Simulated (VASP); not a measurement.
# BeS in VASP: one cell, several levels of theory, part 2 of 2

VASP 6.6.1, plane waves, PAW. Earlier steps stand in the parts before.

## Step 3: r2SCAN at this geometry

Contents of INCAR:

```
ENCUT = 520.000000
SIGMA = 0.010000
EDIFF = 1.00e-07
ALGO = Normal
METAGGA = R2SCAN
PREC = Accurate
IBRION = -1
ISIF = 2
ISMEAR = 0
NBANDS = 11
NELM = 120
NSW = 0
LASPH = .TRUE.
LCHARG = .FALSE.
LWAVE = .FALSE.
LREAL = .FALSE.
```

Contents of KPOINTS:

```
KPOINTS created by Atomic Simulation Environment
0
Gamma
10 10 10
0 0 0
```

Contents of KPOINTS_OPT:

```
special points
8
Reciprocal
0.0000000000 0.0000000000 0.0000000000 1
-0.5000000000 -0.5000000000 0.0000000000 1
-0.3750000000 -0.3750000000 0.2500000000 1
-0.3750000000 0.0000000000 0.3750000000 1
0.0000000000 0.0000000000 0.5000000000 1
-0.5000000000 -0.2500000000 0.2500000000 1
-0.0375000000 0.0000000000 0.0375000000 1
0.0000000000 0.5000000000 0.5000000000 1
```

Contents of POSCAR:

```
Be S
 1.0000000000000000
     0.0000000000000000    2.3951139000000001    2.3951139000000001
     2.3951139000000001    0.0000000000000000    2.3951139000000001
     2.3951139000000001    2.3951139000000001    0.0000000000000000
 Be  S
   1   1
Cartesian
  0.0000000000000000  0.0000000000000000  0.0000000000000000
  1.1975569500000001  1.1975569500000001  1.1975569500000001
```

The run is started by

```console
> mpirun -np 1 vasp_std
```

Standard output, without the iteration lines:

```text
POSCAR found type information on POSCAR BeS
 POSCAR found :  2 types and       2 ions
 -----------------------------------------------------------------------------
|                                                                             |
|                                                                             |
|     You enforced a specific xc type in the INCAR file but a different       |
|     I HOPE YOU KNOW WHAT YOU ARE DOING!                                     |
|                                                                             |
 -----------------------------------------------------------------------------

 LDA part: xc-table for (None), standard interpolation
 POSCAR, INCAR and KPOINTS ok, starting setup
 FFT: planning ... GRIDC
 FFT: planning ... GRID_SOFT
 FFT: planning ... GRID
 WAVECAR not read
 entering main loop
 Start KPOINTS_OPT (optional k-point list driver)
k-point batch [1-8\8]
```

OSZICAR:

```text
N       E                     dE             d eps       ncg     rms          rms(c)
DAV:   1     0.137523654767E+02    0.13752E+02   -0.39273E+03  1034   0.639E+02
DAV:   2    -0.152153702653E+02   -0.28968E+02   -0.27868E+02  1377   0.119E+02
DAV:   3    -0.163066186061E+02   -0.10912E+01   -0.10892E+01  1353   0.227E+01
DAV:   4    -0.163125474085E+02   -0.59288E-02   -0.59278E-02  1288   0.198E+00
DAV:   5    -0.163125916016E+02   -0.44193E-04   -0.44192E-04  1311   0.161E-01    0.619E+00
DAV:   6    -0.147606452379E+02    0.15519E+01   -0.31377E-01  1118   0.395E+00    0.526E+00
DAV:   7    -0.147616865946E+02   -0.10414E-02   -0.14820E-01  1271   0.244E+00    0.924E-01
DAV:   8    -0.147619875258E+02   -0.30093E-03   -0.48845E-03  1319   0.424E-01    0.386E-01
DAV:   9    -0.147624326560E+02   -0.44513E-03   -0.41654E-04  1299   0.155E-01    0.615E-02
DAV:  10    -0.147625115129E+02   -0.78857E-04   -0.10416E-04  1169   0.101E-01    0.416E-02
DAV:  11    -0.147625124274E+02   -0.91451E-06   -0.15342E-06  1384   0.865E-03    0.228E-02
DAV:  12    -0.147625136235E+02   -0.11961E-05   -0.19698E-07  1184   0.321E-03    0.171E-03
DAV:  13    -0.147625137613E+02   -0.13778E-06   -0.68873E-09   670   0.723E-04    0.603E-04
DAV:  14    -0.147625137143E+02    0.46948E-07   -0.14826E-09   622   0.346E-04
   1 F= -.14762514E+02 E0= -.14762514E+02  d E =-.176422E-78
       N       E                     dE             ncg
DAV:   1     0.727404386573E+03   -0.19671E+04      176
DAV:   2     0.492237788895E+03   -0.23517E+03      240
DAV:   3     0.485207743741E+03   -0.70300E+01      242
DAV:   4     0.485178235271E+03   -0.29508E-01      231
DAV:   5     0.485178003661E+03   -0.23161E-03      231
DAV:   6     0.485178001249E+03   -0.24118E-05      230
DAV:   7     0.485178001228E+03   -0.20852E-07      247
```

OUTCAR, selected sections:

```text
k-points           NKPTS =     47   k-points in BZ     NKDIM =     47   number of bands    NBANDS=     11

   NELECT =       8.0000    total number of electrons

   dimension x,y,z NGX =    28 NGY =   28 NGZ =   28
   dimension x,y,z NGXF=    56 NGYF=   56 NGZF=   56

  energy-cutoff  :      520.00
  volume of cell :       27.48
      direct lattice vectors                 reciprocal lattice vectors
     0.000000000  2.395113900  2.395113900    -0.208758339  0.208758339  0.208758339
     2.395113900  0.000000000  2.395113900     0.208758339 -0.208758339  0.208758339
     2.395113900  2.395113900  0.000000000     0.208758339  0.208758339 -0.208758339

 k-points in reciprocal lattice and weights: KPOINTS created by Atomic Simulation Env
   0.00000000  0.00000000  0.00000000       0.001
   0.10000000  0.00000000  0.00000000       0.008
   0.20000000  0.00000000  0.00000000       0.008
   0.30000000  0.00000000  0.00000000       0.008
   0.40000000  0.00000000  0.00000000       0.008
   0.50000000  0.00000000  0.00000000       0.004
   0.10000000  0.10000000  0.00000000       0.006
   0.20000000  0.10000000  0.00000000       0.024
[... 39 more k-points ...]

 E-fermi :   4.4936

 k-point     1 :       0.0000    0.0000    0.0000
  band No.  band energies     occupation
      1     -10.2000      2.00000
      2       4.3631      2.00000
      3       4.3631      2.00000
      4       4.3631      2.00000
      5      10.5940      0.00000
      6      10.5940      0.00000
      7      10.5940      0.00000
      8      11.3928      0.00000
      9      17.8563      0.00000
     10      17.8563      0.00000
     11      20.5832      0.00000

 k-point     2 :       0.1000    0.0000    0.0000
  band No.  band energies     occupation
      1     -10.0747      2.00000
      2       3.5036      2.00000
      3       4.2205      2.00000
      4       4.2205      2.00000
      5      10.6728      0.00000
      6      10.8565      0.00000
      7      10.8565      0.00000
      8      12.1893      0.00000
      9      17.3412      0.00000
     10      17.3412      0.00000
     11      20.4324      0.00000

 k-point     3 :       0.2000    0.0000    0.0000
  band No.  band energies     occupation
      1      -9.7162      2.00000
      2       1.7599      2.00000
      3       3.8959      2.00000
      4       3.8959      2.00000
      5      10.6809      0.00000
      6      11.3781      0.00000
      7      11.3781      0.00000
      8      13.9129      0.00000
      9      16.8405      0.00000
     10      16.8405      0.00000
     11      20.0003      0.00000

 k-point     4 :       0.3000    0.0000    0.0000
  band No.  band energies     occupation
      1      -9.1906      2.00000
      2       0.0018      2.00000
      3       3.5628      2.00000
      4       3.5628      2.00000
      5      10.6495      0.00000
      6      11.6292      0.00000
      7      11.6292      0.00000
      8      15.5076      0.00000
      9      17.3626      0.00000
     10      17.3626      0.00000
     11      19.8173      0.00000

 k-point     5 :       0.4000    0.0000    0.0000
  band No.  band energies     occupation
      1      -8.6585      2.00000
      2      -1.3315      2.00000
      3       3.3318      2.00000
      4       3.3318      2.00000
      5      10.6151      0.00000
      6      11.5545      0.00000
      7      11.5545      0.00000
      8      16.3946      0.00000
      9      18.9130      0.00000
     10      18.9130      0.00000
     11      20.3556      0.00000

 k-point     6 :       0.5000    0.0000    0.0000
  band No.  band energies     occupation
      1      -8.4144      2.00000
      2      -1.8506      2.00000
      3       3.2505      2.00000
      4       3.2505      2.00000
      5      10.6004      0.00000
      6      11.4836      0.00000
      7      11.4836      0.00000
      8      16.6132      0.00000
      9      20.2692      0.00000
     10      20.2692      0.00000
     11      21.0380      0.00000

 k-point     7 :       0.1000    0.1000    0.0000
  band No.  band energies     occupation
      1     -10.0329      2.00000
      2       3.6944      2.00000
      3       3.9316      2.00000
      4       3.9316      2.00000
      5      10.2785      0.00000
      6      11.2877      0.00000
      7      11.2877      0.00000
      8      12.1792      0.00000
      9      16.3945      0.00000
     10      18.0885      0.00000
     11      20.9045      0.00000

 k-point     8 :       0.2000    0.1000    0.0000
  band No.  band energies     occupation
      1      -9.7518      2.00000
      2       2.3072      2.00000
      3       3.5284      2.00000
      4       3.7692      2.00000
      5      10.3302      0.00000
      6      11.6248      0.00000
      7      11.9789      0.00000
      8      13.1451      0.00000
      9      15.9185      0.00000
     10      18.0031      0.00000
     11      20.9561      0.00000

 k-point     9 :       0.3000    0.1000    0.0000
  band No.  band energies     occupation
      1      -9.2785      2.00000
      2       0.5914      2.00000
      3       3.1903      2.00000
      4       3.4324      2.00000
      5      10.5919      0.00000
      6      11.7653      0.00000
      7      12.3790      0.00000
      8      13.8449      0.00000
      9      17.0211      0.00000
     10      18.3177      0.00000
     11      20.5305      0.00000

 k-point    10 :       0.4000    0.1000    0.0000
  band No.  band energies     occupation
      1      -8.7346      2.00000
      2      -0.8666      2.00000
      3       3.0122      2.00000
      4       3.0473      2.00000
      5      10.6868      0.00000
      6      11.7049      0.00000
      7      12.2819      0.00000
      8      15.0270      0.00000
      9      18.4098      0.00000
     10      19.5719      0.00000
     11      20.5705      0.00000

 k-point    11 :       0.5000    0.1000    0.0000
  band No.  band energies     occupation
      1      -8.3691      2.00000
      2      -1.6686      2.00000
      3       2.7508      2.00000
      4       3.0250      2.00000
      5      10.7611      0.00000
      6      11.6195      0.00000
      7      12.0275      0.00000
      8      16.3722      0.00000
      9      19.0541      0.00000
     10      20.2728      0.00000
     11      21.2638      0.00000

[... the tables of k-points 12 to 47 left out ...]

  Total        0.9422364      0.9422364      0.9422364      0.0000000      0.0000000     -0.0000000
  in kB       54.9366201     54.9366201     54.9366201      0.0000000      0.0000000     -0.0000000
  external PRESSURE =      54.9366201 kB  Pullay stress =       0.0000000 kB

 POSITION                                       TOTAL-FORCE (eV/Angst)
 -----------------------------------------------------------------------------------
      0.00000      0.00000      0.00000        -0.000000     -0.000000     -0.000000
      1.19756      1.19756      1.19756         0.000000      0.000000      0.000000
 -----------------------------------------------------------------------------------
    total drift:                                0.000000      0.000000      0.000000

  FREE ENERGIE OF THE ION-ELECTRON SYSTEM (eV)
  ---------------------------------------------------
  free  energy   TOTEN  =       -14.7625137143 eV

  energy  without entropy=      -14.7625137143  energy(sigma->0) =      -14.76251371
```

Hardware: 1 MPI rank of Intel Xeon Platinum 8488C, shared host.

The levels at the points of KPOINTS_OPT are read from vasprun.xml.

Near the gap, in eV above the top of the last filled band v; c is the band after it:

| point | v−1 | v | c | c+1 |
| --- | --- | --- | --- | --- |
| Γ | 0.00 | 0.00 | 6.23 | 6.23 |
| X | -2.85 | -2.85 | 3.49 | 5.35 |
| U | -4.41 | -2.37 | 4.80 | 8.16 |
| K | -4.41 | -2.37 | 4.80 | 8.16 |
| L | -1.11 | -1.11 | 6.24 | 7.12 |
| W | -4.18 | -3.59 | 7.00 | 8.72 |

Gap with r2SCAN: 3.49 eV, valence top at Γ, conduction bottom at X. Least direct gap: 6.23 eV. Pressure: 5.49 GPa; the forces vanish within 0.01 eV/Å.

## Step 4: What came out

This closing draws on all 2 parts.

```
 level  gap (eV)  pressure (GPa)  Ansatz: gap (eV)  Ansatz: pressure (GPa)
   PBE      3.02            5.48              3.02                    5.48
r2SCAN      3.49            5.49              3.48                    5.20
```

The gap spans 3.02 eV (PBE) to 3.49 eV (r2SCAN). The two programs agree on the gap within 0.02 eV, far less than the spread between functionals. Each program uses its own PAW datasets and cutoff.
